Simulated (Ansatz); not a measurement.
Here are 4 structures of NaH, each relaxed with r2SCAN (Ansatz). Computed values for non-magnetic cells; some structures come from databases, others from prototypes and may be hypothetical.

- CsCl type: it is cubic, Pm-3m (No. 221); conventional cell a = 2.932 Å, 12.61 Å³ an atom. Na is surrounded by 8 H at 2.54 Å; H is surrounded by 8 Na at 2.54 Å.
- h-MgO type: the symmetry is P6_3/mmc (No. 194, hexagonal); a = 3.953 Å, c = 4.828 Å in the conventional setting, 16.34 Å³ an atom. Around Na lie 5 H at 2.28–2.41 Å; around H lie 5 Na at 2.28–2.41 Å.
- NiAs type: it is hexagonal, P6_3/mmc (No. 194); a = 3.319 Å, c = 5.831 Å in the conventional setting, 13.91 Å³ an atom. Na is surrounded by 6 H at 2.41 Å; H is surrounded by 6 Na at 2.41 Å.
- database Fm-3m (2 atoms): it is cubic, Fm-3m (No. 225); a = 4.795 Å in the conventional setting, 13.78 Å³ an atom. Na has 6 H at 2.40 Å; H has 6 Na at 2.40 Å.

(1) Order them by r2SCAN energy an atom, lowest first.
A. CsCl type
B. NiAs type
C. database Fm-3m (2 atoms)
D. h-MgO type

(2) Does the order change among the functionals that relaxed these cells?

(3) What gaps does HSE06 give on these cells?

(4) What gaps does PBE give on these cells?

## Answers

(1) C (0 meV/atom), D (37 meV/atom), B (45 meV/atom), A (156 meV/atom).

(2) Not for the lowest cell. PBEsol, LDA, PBE agree on the lowest cell. PBEsol: CsCl type 149, h-MgO type 36, NiAs type 45, database Fm-3m (2 atoms) 0 meV an atom. LDA: CsCl type 151, h-MgO type 43, NiAs type 45, database Fm-3m (2 atoms) 0 meV an atom.

(3) CsCl type: 1.88 i (R → X); h-MgO type: 4.26 i (Γ–M (0.33) → K); NiAs type: 4.43 i (K–Γ (0.20) → Γ); database Fm-3m (2 atoms): 4.85 i (W → L) (eV; d direct, i indirect).

(4) CsCl type: 1.03 i (R → X); h-MgO type: 3.33 i (K–Γ (0.70) → K); NiAs type: 3.39 i (K–Γ (0.20) → Γ); database Fm-3m (2 atoms): 3.80 i (W → L) (eV; d direct, i indirect).

Where an edge lies off the special points, it is a point of the mesh or the k point where a search put PBE's edge or least direct gap, reused for the other functionals, whose own edges may lie a little apart.

The meshes of the hybrids are coarse, so their gaps aren't converged to the digits shown.
